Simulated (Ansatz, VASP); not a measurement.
# HfO2: VASP beside Ansatz

```
Hf O
1.0
     0.00000    2.49269    2.58083
     2.49269    0.00000    2.58083
     2.49269    2.49269    0.00000
Hf O
1 2
Direct
  0.00000 0.00000 0.00000
  0.25000 0.25000 0.25000
  0.75000 0.75000 0.75000
```

Change from the starting cell: mode 4 frozen in at +0.000 Å, strain +e along z and -e/2 along x and y +0.0233.

Alike in both runs: task single point; functional PBEsol; k mesh 8 × 8 × 8; occupations gaussian, width 0.05 eV; no spin polarisation.

|  | VASP | Ansatz |
| --- | --- | --- |
| version | VASP 6.6.1 | Ansatz 0.2.0 |
| potentials or method | VASP PAW PBE potentials, release 64 (Hf_pv, O) | scalar-relativistic, plane waves, PAW |
| plane-wave cutoff (eV) | 520 | 520 |
| valence electrons in the cell | 22 | 38 |

|  | VASP | Ansatz | Ansatz less VASP |
| --- | --- | --- | --- |
| gap on the k mesh at the Fermi level (eV) | 3.41 | 3.41 | -0.005 |
| least direct gap on the mesh (eV) | 3.52 | 3.50 | -0.017 |
| pressure (GPa) | -3.6 | 0.2 | +3.79 |
| largest component of the traceless stress (GPa) | 11.11 | 10.90 | -0.204 |

The two sets of potentials don't hold the same shells in valence. Ansatz warned: «pseudo_functional_mismatch».

Caveats: the PAW data sets were made with another functional, which shifts forces and pressure a little (VASP); spin-orbit coupling is left out, which moves the levels of the heavy elements. A k mesh can miss the band edges.
